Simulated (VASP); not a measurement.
## A VASP 6.6.1 single-point calculation on SnTe2

INCAR

```
NSW = 0
ENCUT = 520
IMIX = 1
SIGMA = 0.02
IBRION = -1
LCHARG = .FALSE.
PREC = Accurate
LREAL = .FALSE.
LASPH = .TRUE.
EDIFF = 1E-7
NELM = 59
LWAVE = .FALSE.
GGA = PS
NBANDS = 20
ISMEAR = -1
ISIF = 2
AMIX = 0.4
```

KPOINTS

```
KPOINTS created by Atomic Simulation Environment
0
Gamma
6 6 6
0 0 0
```

POSCAR

```
Sn Te
 1.0000000000000000
    -0.0000000000000000    3.7010376708088639    3.7010376708088639
     3.7010376708088639   -0.0000000000000000    3.7010376708088639
     3.7010376708088639    3.7010376708088639   -0.0000000000000000
 Sn  Te
   1   2
Cartesian
  0.0000000000000000  0.0000000000000000 -0.0000000000000000
  1.8505188354044317  1.8505188354044317  1.8505188354044317
  5.5515565062132950  5.5515565062132950  5.5515565062132950
```

The recommended PBE PAW datasets give the neutral cell 26 valence electrons.

Command

```
mpirun -np 1 vasp_std
```

OSZICAR

```
N       E                     dE             d eps       ncg     rms          rms(c)
DAV:   1     0.174420770484E+03    0.17442E+03   -0.11299E+04   652   0.131E+03
DAV:   2     0.806623094643E+01   -0.16635E+03   -0.16168E+03   668   0.335E+02
DAV:   3    -0.101874735368E+02   -0.18254E+02   -0.17824E+02   816   0.101E+02
DAV:   4    -0.108949214740E+02   -0.70745E+00   -0.70563E+00   728   0.202E+01
DAV:   5    -0.109220081935E+02   -0.27087E-01   -0.27085E-01   864   0.422E+00    0.648E+00
DAV:   6    -0.108999126514E+02    0.22096E-01   -0.45592E-02   752   0.215E+00    0.412E+00
DAV:   7    -0.108965824145E+02    0.33302E-02   -0.84011E-03   784   0.641E-01    0.250E+00
DAV:   8    -0.108956278542E+02    0.95456E-03   -0.58332E-04   796   0.169E-01    0.153E+00
DAV:   9    -0.108953187090E+02    0.30915E-03   -0.17417E-04   704   0.832E-02    0.944E-01
DAV:  10    -0.108952325779E+02    0.86131E-04   -0.71166E-05   708   0.520E-02    0.586E-01
DAV:  11    -0.108952164119E+02    0.16166E-04   -0.28367E-05   692   0.321E-02    0.364E-01
DAV:  12    -0.108952189679E+02   -0.25560E-05   -0.12103E-05   688   0.207E-02    0.226E-01
DAV:  13    -0.108952245924E+02   -0.56245E-05   -0.54161E-06   692   0.136E-02    0.140E-01
DAV:  14    -0.108952292517E+02   -0.46593E-05   -0.25473E-06   688   0.901E-03    0.870E-02
DAV:  15    -0.108952323991E+02   -0.31474E-05   -0.12496E-06   680   0.605E-03    0.540E-02
DAV:  16    -0.108952343485E+02   -0.19495E-05   -0.63608E-07   684   0.411E-03    0.335E-02
DAV:  17    -0.108952354998E+02   -0.11513E-05   -0.32444E-07   536   0.283E-03    0.207E-02
DAV:  18    -0.108952361657E+02   -0.66587E-06   -0.19246E-07   560   0.235E-03    0.129E-02
DAV:  19    -0.108952365394E+02   -0.37370E-06   -0.99205E-08   536   0.156E-03    0.799E-03
DAV:  20    -0.108952367476E+02   -0.20825E-06   -0.54450E-08   520   0.123E-03    0.494E-03
DAV:  21    -0.108952368602E+02   -0.11261E-06   -0.29579E-08   440   0.841E-04    0.305E-03
DAV:  22    -0.108952369211E+02   -0.60907E-07   -0.17439E-08   444   0.669E-04
   1 F= -.10895237E+02 E0= -.10892888E+02  d E =-.469799E-02
```

From OUTCAR

```
k-points           NKPTS =     16   k-points in BZ     NKDIM =     16   number of bands    NBANDS=     20

   NELECT =      26.0000    total number of electrons

   dimension x,y,z NGX =    40 NGY =   40 NGZ =   40
   dimension x,y,z NGXF=    80 NGYF=   80 NGZF=   80

  energy-cutoff  :      520.00
  volume of cell :      101.39
      direct lattice vectors                 reciprocal lattice vectors
     0.000000000  3.701037671  3.701037671    -0.135097247  0.135097247  0.135097247
     3.701037671  0.000000000  3.701037671     0.135097247 -0.135097247  0.135097247
     3.701037671  3.701037671  0.000000000     0.135097247  0.135097247 -0.135097247

 k-points in reciprocal lattice and weights: KPOINTS created by Atomic Simulation Env
   0.00000000  0.00000000  0.00000000       0.005
   0.16666667  0.00000000  0.00000000       0.037
   0.33333333  0.00000000  0.00000000       0.037
   0.50000000  0.00000000  0.00000000       0.019
   0.16666667  0.16666667  0.00000000       0.028
   0.33333333  0.16666667  0.00000000       0.111
   0.50000000  0.16666667  0.00000000       0.111
  -0.33333333  0.16666667  0.00000000       0.111
   ...

 E-fermi :   5.4189

 k-point     1 :       0.0000    0.0000    0.0000
  band No.  band energies     occupation
      1     -15.8101      2.00000
      2     -15.8101      2.00000
      3     -15.8101      2.00000
      4     -15.7982      2.00000
      5     -15.7982      2.00000
      6      -6.9682      2.00000
      7      -4.1232      2.00000
      8       0.9166      2.00000
      9       2.7704      2.00000
     10       2.7704      2.00000
     11       2.7704      2.00000
     12       3.9925      2.00000
     13       3.9925      2.00000
     14       3.9925      2.00000
     15       6.9918      0.00000
     16       6.9918      0.00000
     17       6.9918      0.00000
     18      10.1531      0.00000
     19      10.1531      0.00000
     20      10.8839      0.00000

 k-point     2 :       0.1667    0.0000    0.0000
  band No.  band energies     occupation
      1     -15.8106      2.00000
      2     -15.8097      2.00000
      3     -15.8097      2.00000
      4     -15.7982      2.00000
      5     -15.7982      2.00000
      6      -6.7982      2.00000
      7      -4.3038      2.00000
      8       0.2478      2.00000
      9       2.6023      2.00000
     10       2.6529      2.00000
     11       2.6529      2.00000
     12       3.9354      2.00000
     13       3.9354      2.00000
     14       5.1198      2.00000
     15       7.1529      0.00000
     16       7.1776      0.00000
     17       7.1776      0.00000
     18      10.8528      0.00000
     19      10.8528      0.00000
     20      11.6479      0.00000

 k-point     3 :       0.3333    0.0000    0.0000
  band No.  band energies     occupation
      1     -15.8117      2.00000
      2     -15.8089      2.00000
      3     -15.8089      2.00000
      4     -15.7981      2.00000
      5     -15.7981      2.00000
      6      -6.3114      2.00000
      7      -4.8304      2.00000
      8      -0.6866      2.00000
      9       2.4971      2.00000
     10       2.4971      2.00000
     11       2.7975      2.00000
     12       3.6920      2.00000
     13       3.6920      2.00000
     14       5.8419      0.00000
     15       7.9366      0.00000
     16       7.9366      0.00000
     17       8.7513      0.00000
     18      11.5213      0.00000
     19      12.1561      0.00000
     20      12.1561      0.00000

 ...

  Total       -1.1264166     -1.1264166     -1.1264166     -0.0000000      0.0000000     -0.0000000
  in kB      -17.7995536    -17.7995536    -17.7995536     -0.0000000      0.0000000     -0.0000000
  external PRESSURE =     -17.7995536 kB  Pullay stress =       0.0000000 kB

 POSITION                                       TOTAL-FORCE (eV/Angst)
 -----------------------------------------------------------------------------------
      0.00000      0.00000      0.00000        -0.000000      0.000000      0.000000
      1.85052      1.85052      1.85052         0.000000      0.000000     -0.000000
      5.55156      5.55156      5.55156        -0.000000     -0.000000      0.000000
 -----------------------------------------------------------------------------------
    total drift:                               -0.000000      0.000000      0.000000

  FREE ENERGIE OF THE ION-ELECTRON SYSTEM (eV)
  ---------------------------------------------------
  free  energy   TOTEN  =       -10.8952369211 eV

  energy  without entropy=      -10.8905389329  energy(sigma->0) =      -10.89288793
```

It converged. Results: gap between bands v and c on the k mesh -2.03 eV (bands overlap: a metal); least direct gap on the k mesh 0.00 eV; pressure -1.8 GPa. Band v is the last that the valence electrons fill when counted band by band, and c is the next.

For comparison, a separate PBEsol run of the intended cell, on usual settings and not on those above, gives a gap of -2.03 eV on its mesh and a pressure of -1.8 GPa.

The run above took about 24 s on one core of a shared host (Intel Xeon 6975P-C) and held 0.23 GiB at most.
